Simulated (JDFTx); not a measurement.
# Cu (P6_3/mmc) in JDFTx: equation of state

Aim: energy against volume of Cu in PBE, for its equilibrium volume and stiffness.

Program: JDFTx 1.7.0 (patched build). These are calculated values, not measurements. Logs are shortened: lines on timing, memory, paths and dates and some standing lists are left out, and cuts for length are marked. The log counts tension as positive stress, the text compression.

### 1 The crystal as given

The structure is hexagonal, space group P6_3/mmc (No. 194). Conventional cell: a = 2.534 Å, b = 2.534 Å, c = 4.113 Å, α = 90.00°, β = 90.00°, γ = 120.00°. Cu (site symmetry -6m2) is surrounded by 12 Cu at 2.52 to 2.53 Å.

This isn't the form of Cu at room conditions, which is fcc.

### 2 Equation of state, PBE, 10.75 Å³/atom (volume scaled by 0.94)

The input, Cu.in:

```
lattice \
    4.6909916844    -2.3454958421     0.0000000000 \
    0.0000000000     4.0625179675     0.0000000000 \
    0.0000000000     0.0000000000     7.6129835898
coords-type Lattice
ion Cu     0.6666666667     0.3333333333     0.7500000000 1
ion Cu     0.3333333333     0.6666666667     0.2500000000 1

ion-species pseudo/Cu.upf
elec-cutoff 46 368
elec-ex-corr gga-PBE
kpoint-folding 12 12 7
elec-smearing Fermi 0.0018374661
elec-n-bands 26
electronic-SCF nIterations 100 energyDiffThreshold 1e-09
electronic-minimize nIterations 30 energyDiffThreshold 1e-7
forces-output-coords Cartesian

dump-name run.$VAR
dump End Ecomponents EigStats BandEigs Kpoints Forces Stress
```

Potentials or basis: PseudoDojo-SR-PBE-0.5-standard with smoothed tails.

Started as:

```console
$ jdftx -c 1 -i Cu.in -o Cu.out
```

The log of the run:

```text
*************** JDFTx 1.7.0 (patched build) ***************

Input parsed successfully to the following command list (including defaults):
[... the input with its defaults ...]

---------- Setting up symmetries ----------

Found 24 point-group symmetries of the bravais lattice
Found 24 space-group symmetries with basis
Applied RMS atom displacement 2.70835e-10 bohrs to make symmetries exact.

---------- Initializing the Grid ----------
R =
[      4.69099      -2.3455            0  ]
[            0      4.06252            0  ]
[            0            0      7.61298  ]
unit cell volume = 145.082
G =
[    1.33942   0.773312         -0  ]
[          0    1.54662          0  ]
[          0         -0   0.825325  ]
Minimum fftbox size, Smin = [  44  44  68  ]
Chosen fftbox size, S = [  48  48  70  ]

---------- Initializing tighter grid for wavefunction operations ----------
R =
[      4.69099      -2.3455            0  ]
[            0      4.06252            0  ]
[            0            0      7.61298  ]
unit cell volume = 145.082
G =
[    1.33942   0.773312         -0  ]
[          0    1.54662          0  ]
[          0         -0   0.825325  ]
Minimum fftbox size, Smin = [  32  32  48  ]
Chosen fftbox size, S = [  32  32  48  ]

---------- Exchange Correlation functional ----------
Initalized PBE GGA exchange.
Initalized PBE GGA correlation.

---------- Setting up pseudopotentials ----------
Width of ionic core gaussian charges (only for fluid interactions / plotting) set to 0

Reading pseudopotential file 'pseudo/Cu.upf':
  'Cu' pseudopotential, 'PBE' functional
  Generated using ONCVPSP code by D. R. Hamann
  19 valence electrons, 4 orbitals, 6 projectors, 1001 radial grid points, with lMax = 2
    3S    l: 0   occupation:  2.0   eigenvalue: -4.215294
    3P    l: 1   occupation:  6.0   eigenvalue: -2.651240
    3D    l: 2   occupation: 10.0   eigenvalue: -0.185165
    4S    l: 0   occupation:  1.0   eigenvalue: -0.169411
  Core radius for overlap checks: 1.70 bohrs.

Initialized 1 species with 2 total atoms.

Folded 1 k-points by 12x12x7 to 1008 k-points.

---------- Setting up k-points, bands, fillings ----------
Reduced to 76 k-points under symmetry.
Computing the number of bands and number of electrons
Calculating initial fillings.
nElectrons:  38.000000   nBands: 26   nStates: 76

----- Setting up reduced wavefunction bases (one per k-point) -----
average nbasis = 2161.888 , ideal nbasis = 2161.950

---------- Setting up ewald sum ----------
Optimum gaussian width for ewald sums = 1.867569 bohr.
Real space sum over 1521 unit cells with max indices [  6  6  4  ]
Reciprocal space sum over 2057 terms with max indices [  5  5  8  ]

---------- Allocating electronic variables ----------
Initializing wave functions:  linear combination of atomic orbitals
Note: number of bands (26) exceeds available atomic orbitals (20)
Cu pseudo-atom occupations:   s ( 2 1 )  p ( 6 )  d ( 10 )
	FillingsUpdate:  mu: +0.681105543  nElectrons: 38.000000
LCAOMinimize: Iter:   0  F: -370.9107544073026475  |grad|_K:  2.939e-03  alpha:  1.000e+00
	FillingsUpdate:  mu: +0.736251900  nElectrons: 38.000000
LCAOMinimize: Iter:   1  F: -370.9934106197484880  |grad|_K:  4.540e-04  alpha:  4.719e-01  linmin:  2.826e-01  cgtest: -1.095e+00
LCAOMinimize: 	Bad step direction: g.d > 0.
[... 8 lines of inner loops ...]
LCAOMinimize: Encountered beta<0, resetting CG.
	FillingsUpdate:  mu: +0.725674022  nElectrons: 38.000000
LCAOMinimize: Iter:   5  F: -370.9957214594964512  |grad|_K:  6.562e-08  alpha:  4.261e-01  linmin:  7.451e-03  cgtest: -2.189e-02
LCAOMinimize: Converged (|Delta F|<1.000000e-06 for 2 iters).

-------- Electronic minimization -----------
Will mix electronic density at each iteration.
	FillingsUpdate:  mu: +0.725674022  nElectrons: 38.000000
	FillingsUpdate:  mu: +0.714795885  nElectrons: 38.000000
SCF: Cycle:  0   F: -371.025275786009843   dF: -2.955e-02   |Residual|: 6.874e-02   |deigs|: 8.462e-02
	FillingsUpdate:  mu: +0.720831046  nElectrons: 38.000000
SCF: Cycle:  1   F: -371.027150174994233   dF: -1.874e-03   |Residual|: 2.154e-02   |deigs|: 1.262e-02
	FillingsUpdate:  mu: +0.718653892  nElectrons: 38.000000
SCF: Cycle:  2   F: -371.027298679309126   dF: -1.485e-04   |Residual|: 1.116e-02   |deigs|: 3.163e-03
	FillingsUpdate:  mu: +0.718704056  nElectrons: 38.000000
SCF: Cycle:  3   F: -371.027311049909940   dF: -1.237e-05   |Residual|: 1.574e-03   |deigs|: 6.830e-04
	FillingsUpdate:  mu: +0.718563730  nElectrons: 38.000000
SCF: Cycle:  4   F: -371.027311387335089   dF: -3.374e-07   |Residual|: 8.441e-04   |deigs|: 2.922e-04
	FillingsUpdate:  mu: +0.718622434  nElectrons: 38.000000
SCF: Cycle:  5   F: -371.027311758334861   dF: -3.710e-07   |Residual|: 8.372e-05   |deigs|: 1.735e-04
	FillingsUpdate:  mu: +0.718614113  nElectrons: 38.000000
SCF: Cycle:  6   F: -371.027311774799784   dF: -1.646e-08   |Residual|: 2.320e-05   |deigs|: 1.321e-04
	FillingsUpdate:  mu: +0.718614244  nElectrons: 38.000000
SCF: Cycle:  7   F: -371.027311777139857   dF: -2.340e-09   |Residual|: 1.298e-05   |deigs|: 1.391e-04
	FillingsUpdate:  mu: +0.718614045  nElectrons: 38.000000
SCF: Cycle:  8   F: -371.027311777658269   dF: -5.184e-10   |Residual|: 1.366e-05   |deigs|: 1.260e-04
	FillingsUpdate:  mu: +0.718614672  nElectrons: 38.000000
SCF: Cycle:  9   F: -371.027311777886666   dF: -2.284e-10   |Residual|: 1.254e-06   |deigs|: 1.056e-04
SCF: Converged (|Delta E|<1.000000e-09 for 2 iters).

Setting wave functions to eigenvectors of Hamiltonian

# Stress tensor in Cartesian coordinates [Eh/a0^3]:
[  -0.00066311 -1.63226e-14            0  ]
[ -1.63226e-14  -0.00066311            0  ]
[            0            0 -0.000695688  ]

# Ionic positions in lattice coordinates:
ion Cu   0.666666666666667   0.333333333333333   0.750000000000000 1
ion Cu   0.333333333333333   0.666666666666667   0.250000000000000 1

# Forces in Cartesian coordinates:
force Cu  -0.000000000000000   0.000000000000000   0.000000000000000 1
force Cu  -0.000000000000000   0.000000000000000   0.000000000000000 1

# Energy components:
   Eewald =     -249.9948716408698886
       EH =      107.9615681659338264
     Eloc =     -297.8541626314313362
      Enl =      -66.7890276899483837
      Exc =      -46.7026068755829797
 Exc_core =        8.1891247079003531
       KE =      174.1629553674608530
-------------------------------------
     Etot =     -371.0270205965375681
       TS =        0.0002911813491222
-------------------------------------
        F =     -371.0273117778866663

IonicMinimize: Iter:   0  F: -371.027311777886666  |grad|_K:       -nan
IonicMinimize: None of the convergence criteria satisfied after 0 iterations.

#--- Lowdin population analysis ---
# oxidation-state Cu +0.168 +0.168

Dumping 'run.eigStats' ...
	eMin: -3.426547 at state 0 ( [ +0.000000 +0.000000 +0.000000 ] spin 0 )
	HOMO: +0.717910 at state 29 ( [ +0.083333 +0.083333 +0.142857 ] spin 0 )
	mu  : +0.718615
	LUMO: +0.718660 at state 58 ( [ +0.166667 +0.333333 +0.285714 ] spin 0 )
	eMax: +1.664077 at state 4 ( [ +0.000000 +0.083333 +0.000000 ] spin 0 )
	HOMO-LUMO gap: +0.000750
	Optical gap  : +0.029279 at state 27 ( [ +0.000000 +0.500000 +0.428571 ] spin 0 )
Done!
```

It took 71 s on 1 thread of Intel Xeon Platinum 8488C (Sapphire Rapids), shared host; peak memory 0.22 GiB.

Results:

```
Free energy            : -10096.1675 eV
Pressure               : 19.8 GPa
Band gap on the k mesh : none (metal or under the smearing width)
```

### 3 Equation of state, PBE, 10.98 Å³/atom (volume scaled by 0.96)

Cu.in, as its differences from that of step 2:

```diff
@@ -1,5 +1,5 @@
 lattice \
-    4.6909916844    -2.3454958421     0.0000000000 \
-    0.0000000000     4.0625179675     0.0000000000 \
-    0.0000000000     0.0000000000     7.6129835898
+    4.7240279254    -2.3620139627     0.0000000000 \
+    0.0000000000     4.0911281916     0.0000000000 \
+    0.0000000000     0.0000000000     7.6665979167
 coords-type Lattice
@@ -19,2 +19,2 @@
 dump-name run.$VAR
-dump End Ecomponents EigStats BandEigs Kpoints Forces Stress
+dump End Ecomponents EigStats BandEigs Kpoints Forces Stress ElecDensity Dtot KEdensity
```

Potentials or basis: PseudoDojo-SR-PBE-0.5-standard with smoothed tails.

Started as:

```console
$ jdftx -c 1 -i Cu.in -o Cu.out
```

Run time: 73 s. Hardware: 1 thread of Intel Xeon Platinum 8488C (Sapphire Rapids), shared host; peak memory 0.22 GiB.

It converged, with:

| Item | Value |
| --- | --- |
| Free energy | -10096.2173 eV |
| Pressure | 15.1 GPa |
| Band gap on the k mesh | none (metal or under the smearing width) |

### 4 Equation of state, PBE, 11.21 Å³/atom (volume scaled by 0.98)

Cu.in, as its differences from that of step 3:

```diff
@@ -1,5 +1,5 @@
 lattice \
-    4.7240279254    -2.3620139627     0.0000000000 \
-    0.0000000000     4.0911281916     0.0000000000 \
-    0.0000000000     0.0000000000     7.6665979167
+    4.7566084579    -2.3783042290     0.0000000000 \
+    0.0000000000     4.1193437604     0.0000000000 \
+    0.0000000000     0.0000000000     7.7194726767
 coords-type Lattice
```

Started as:

```console
$ jdftx -c 1 -i Cu.in -o Cu.out
```

Run time: 78 s. Hardware: 1 thread of Intel Xeon Platinum 8488C (Sapphire Rapids), shared host; peak memory 0.23 GiB.

It converged, with:

| Quantity | Value |
| --- | --- |
| Free energy | -10096.2544 eV |
| Pressure | 10.9 GPa |
| Band gap on the k mesh | none (metal or under the smearing width) |

### 5 Equation of state, PBE, 11.44 Å³/atom

Cu.in, as its differences from that of step 4:

```diff
@@ -1,5 +1,5 @@
 lattice \
-    4.7566084579    -2.3783042290     0.0000000000 \
-    0.0000000000     4.1193437604     0.0000000000 \
-    0.0000000000     0.0000000000     7.7194726767
+    4.7887486792    -2.3943743396     0.0000000000 \
+    0.0000000000     4.1471780086     0.0000000000 \
+    0.0000000000     0.0000000000     7.7716328581
 coords-type Lattice
```

Started as:

```console
$ jdftx -c 1 -i Cu.in -o Cu.out
```

Run time: 80 s. Hardware: 1 thread of Intel Xeon Platinum 8488C (Sapphire Rapids), shared host; peak memory 0.24 GiB.

Results (log left out):

| Item | Value |
| --- | --- |
| Free energy | -10096.2802 eV |
| Pressure | 7.1 GPa |
| Band gap on the k mesh | none (metal or under the smearing width) |

### 6 Equation of state, PBE, 11.66 Å³/atom (volume scaled by 1.02)

Cu.in, as its differences from that of step 5:

```diff
@@ -1,5 +1,5 @@
 lattice \
-    4.7887486792    -2.3943743396     0.0000000000 \
-    0.0000000000     4.1471780086     0.0000000000 \
-    0.0000000000     0.0000000000     7.7716328581
+    4.8204631708    -2.4102315854     0.0000000000 \
+    0.0000000000     4.1746435640     0.0000000000 \
+    0.0000000000     0.0000000000     7.8231021253
 coords-type Lattice
```

Potentials or basis: PseudoDojo-SR-PBE-0.5-standard with smoothed tails.

Started as:

```console
$ jdftx -c 1 -i Cu.in -o Cu.out
```

It took 79 s on 1 thread of Intel Xeon Platinum 8488C (Sapphire Rapids), shared host; peak memory 0.24 GiB.

The run converged. Its results:

```
Free energy            : -10096.2958 eV
Pressure               : 3.8 GPa
Band gap on the k mesh : none (metal or under the smearing width)
```

### 7 Equation of state, PBE, 11.89 Å³/atom (volume scaled by 1.04)

Cu.in, as its differences from that of step 6:

```diff
@@ -1,5 +1,5 @@
 lattice \
-    4.8204631708    -2.4102315854     0.0000000000 \
-    0.0000000000     4.1746435640     0.0000000000 \
-    0.0000000000     0.0000000000     7.8231021253
+    4.8517657569    -2.4258828785     0.0000000000 \
+    0.0000000000     4.2017523988     0.0000000000 \
+    0.0000000000     0.0000000000     7.8739029131
 coords-type Lattice
```

Started as:

```console
$ jdftx -c 1 -i Cu.in -o Cu.out
```

It took 82 s on 1 thread of Intel Xeon Platinum 8488C (Sapphire Rapids), shared host; peak memory 0.24 GiB.

The run converged. Its results:

| Quantity | Value |
| --- | --- |
| Free energy | -10096.3023 eV |
| Pressure | 0.8 GPa |
| Band gap on the k mesh | none (metal or under the smearing width) |

### 8 Equation of state, PBE, 12.12 Å³/atom (volume scaled by 1.06)

Cu.in, as its differences from that of step 7:

```diff
@@ -1,5 +1,5 @@
 lattice \
-    4.8517657569    -2.4258828785     0.0000000000 \
-    0.0000000000     4.2017523988     0.0000000000 \
-    0.0000000000     0.0000000000     7.8739029131
+    4.8826695567    -2.4413347784     0.0000000000 \
+    0.0000000000     4.2285158744     0.0000000000 \
+    0.0000000000     0.0000000000     7.9240565132
 coords-type Lattice
```

Started as:

```console
$ jdftx -c 1 -i Cu.in -o Cu.out
```

Run time: 82 s. Hardware: 1 thread of Intel Xeon Platinum 8488C (Sapphire Rapids), shared host; peak memory 0.24 GiB.

It converged, with:

```
Free energy            : -10096.3009 eV
Pressure               : -1.9 GPa
Band gap on the k mesh : none (metal or under the smearing width)
```

### 9 Equation of state, PBE

Potentials or basis: PseudoDojo-SR-PBE-0.5-standard with smoothed tails.

No new run: the results of the series are fitted here.

Results:

| Quantity | Value |
| --- | --- |
| Equilibrium volume | 11.96 Å³/atom |
| Bulk modulus at fixed shape and positions | 142 GPa |
| Pressure derivative of the bulk modulus | 5.0 |

Energy against volume, from the lowest point:
| volume (Å³/atom) | energy (meV/atom) |
| --- | --- |
| 10.749 | 67.42 |
| 10.978 | 42.50 |
| 11.207 | 23.96 |
| 11.436 | 11.09 |
| 11.664 | 3.29 |
| 11.893 | 0.00 |
| 12.122 | 0.72 |

Caveat: the cell was scaled at fixed shape and fractional positions, which overstates the stiffness of a crystal with free parameters, most of all of layers and chains.
